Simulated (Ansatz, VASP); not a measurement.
## TiSe2: VASP beside Ansatz

Contents of INCAR:

```
SYSTEM = TiSe2
PREC = Accurate ; ENCUT = 520
EDIFF = 1E-7 ; ISMEAR = 0
SIGMA = 0.1 ; LREAL = .FALSE.
LASPH = .TRUE. ; NELM = 100
ALGO = Fast ; ISIF = 2
LWAVE = .FALSE. ; LCHARG = .FALSE.
GGA = PE ; NBANDS = 19
```

The input KPOINTS:

```
Automatic mesh
0
G
  6 6 4
  0 0 0
```

The input POSCAR:

```
TiSe2
1.0
    3.5565670000      0.0000000000      0.0000000000
   -1.7782830000      3.0800770000      0.0000000000
    0.0000000000      0.0000000000      6.3476260000
Ti Se
1 2
Direct
    0.0000000000      0.0000000000      0.0000000000
    0.3333330000      0.6666670000      0.2399280000
    0.6666670000      0.3333330000      0.7600720000
```

Input for Ansatz:

```yaml
crystal:
  lattice:
    - [3.556567, 0.0, 0.0]
    - [-1.778283, 3.080077, 0.0]
    - [0.0, 0.0, 6.347626]
  atoms:
    - { symbol: Ti, position: [0.0, 0.0, 0.0] }
    - { symbol: Se, position: [0.333333, 0.666667, 0.239928] }
    - { symbol: Se, position: [0.666667, 0.333333, 0.760072] }
basis:
  ecutwfc: 420
kpoints:
  mp_grid: { grid: [6, 6, 4] }
hamiltonian:
  xc: pbe
scf:
  occupations: { method: gaussian, width: 0.1 }
output:
  forces: true
  stress: true
  eigenvalues: true
```

The cell is a database's computed one.

Alike in both runs: task single point; functional PBE; k mesh 6 × 6 × 4; occupations gaussian, width 0.1 eV; no spin polarisation.

|  | VASP | Ansatz |
| --- | --- | --- |
| version | VASP 6.6.1 | Ansatz 0.2.0 |
| potentials or method | VASP PAW PBE potentials, release 64 (Ti_sv, Se) | scalar-relativistic, plane waves, PAW |
| plane-wave cutoff (eV) | 520 | 420 |
| valence electrons in the cell | 24 | 44 |

|  | VASP | Ansatz | Ansatz less VASP |
| --- | --- | --- | --- |
| gap on the k mesh at the Fermi level (eV) | none | none | - |
| pressure (GPa) | 0.7 | 0.6 | -0.09 |
| largest component of the traceless stress (GPa) | 1.34 | 1.32 | -0.012 |
| rms of the force components (eV/Å) | 0.103 | 0.095 | -0.0077 |

Atom by atom the forces differ by 0.008 eV/Å (rms over components). A gap of «none» marks a metal or a gap that the smearing closes. The two sets of potentials don't hold the same shells in valence. Ansatz warned: «structure_snapped_to_symmetry».

Caveats: this functional lacks dispersion, which binds the layers, so the pressure and a relaxed spacing across them are unreliable.
